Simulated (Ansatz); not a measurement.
**Ag: biaxial strain in the a-b plane**

One table from this session's results is given with a row withheld; the runs are named, their logs left out.

This is Ag in the hcp structure; at room conditions it is fcc.

Program: Ansatz 0.2.0. Level of theory: DFT PBEsol, scalar-relativistic, plane waves, PAW. These are calculated values, not measurements.

2 further runs of the same task are left out: 2 set aside as unsound or not needed.

## The starting structure

The structure is hexagonal, space group P6_3/mmc (No. 194). The conventional cell has a = 2.867 Å, b = 2.867 Å, c = 4.691 Å, α = 90.00°, β = 90.00°, γ = 120.00°. Around Ag (site symmetry -6m2) lie 12 Ag at 2.87 Å.

Coordinates:

```
CELL_PARAMETERS angstrom
2.86699 0.00000 0.00000
-1.43350 2.48289 0.00000
0.00000 0.00000 4.69083
ATOMIC_POSITIONS crystal
Ag 0.33333 0.66667 0.25000
Ag 0.66667 0.33333 0.75000
```

It goes back to an entry of the Materials Project, which need not be the stable form.

It is the result of an earlier relaxation at this level (volume 16.70 Å³/atom; gap on the mesh: none (metal)).

The unstrained cell was computed beforehand with the same settings: E(σ→0) = -15044.4849 eV for 2 atoms, gap none (metal).

Set-up of the first run:

File input.yaml:

```yaml
crystal:
  lattice:
    - [2.8383218606, 0.0, 0.0]
    - [-1.4191609303, 2.4580588354, 0.0]
    - [0.0, 0.0, 4.7189782432]
  atoms:
    - { symbol: Ag, position: [0.3333333333, 0.6666666667, 0.25] }
    - { symbol: Ag, position: [0.6666666667, 0.3333333333, 0.75] }
basis:
  ecutwfc: 420
kpoints:
  mp_grid: { grid: [24, 24, 12] }
hamiltonian:
  xc: pbesol
scf:
  occupations: { method: gaussian, width: 0.1 }
output:
  forces: true
  stress: true
  eigenvalues: true
relax:
  adjacent_minimum: "off"
  f_tol: 0.008
  max_steps: 40
  cell: { stress_tol: 0.015, fix: [a, b, gamma] }
```

On the command line:

```sh
> ansatz run input.yaml --threads 1 --pin off --max-ram 2560MiB --backend cpu --events-out ev --progress --plain --runs-dir out
```

Steps of the session up to this table: At -1.0 %; Strain +1.0 %; At -2.0 %; At +2.0 %; Strain -3.0 %; The cell strained by +3.0 %.

One table of the session follows, with a row left open; its other results are not shown here.

It belongs to the step «Energy and stress against strain (a metal throughout)». Lengths are those of the vectors of the cell that was run; stresses in GPa:

| strain (%) | ΔE (meV/atom) | a (Å) | b (Å) | c (Å) |
| --- | --- | --- | --- | --- |
| -3.0 | 21.4 | 2.781 | 2.781 | 4.813 |
| -2.0 | 8.5 | 2.810 | 2.810 | 4.772 |
| -1.0 | 1.6 | 2.838 | 2.838 | 4.733 |
| +0.0 | 0.0 | 2.867 | 2.867 | 4.691 |
| +1.0 | 2.6 | 2.896 | 2.896 | 4.659 |
| +2.0 | ? | ? | ? | ? |
| +3.0 | 19.2 | 2.953 | 2.953 | 4.583 |

Estimate the missing values for strain (%) = +2.0.

Worked estimate for «ΔE (meV/atom)». A straight line through the neighbours (1.0, 2.6) and (3.0, 19.2) gives 2.6 + (19.2 − 2.6) × (2.0 − 1.0) / (3.0 − 1.0) = 10.9; a parabola fitted to 3 rows on both sides gives 9.0.

**Answer.** ΔE (meV/atom): 9.2; a (Å): 2.924; b (Å): 2.924; c (Å): 4.623. In «ΔE (meV/atom)» the line misses by +1.7 and the parabola by -0.2.

ΔE is over the unstrained cell. Stress in GPa, positive in compression, on the Cartesian axes of the input. 
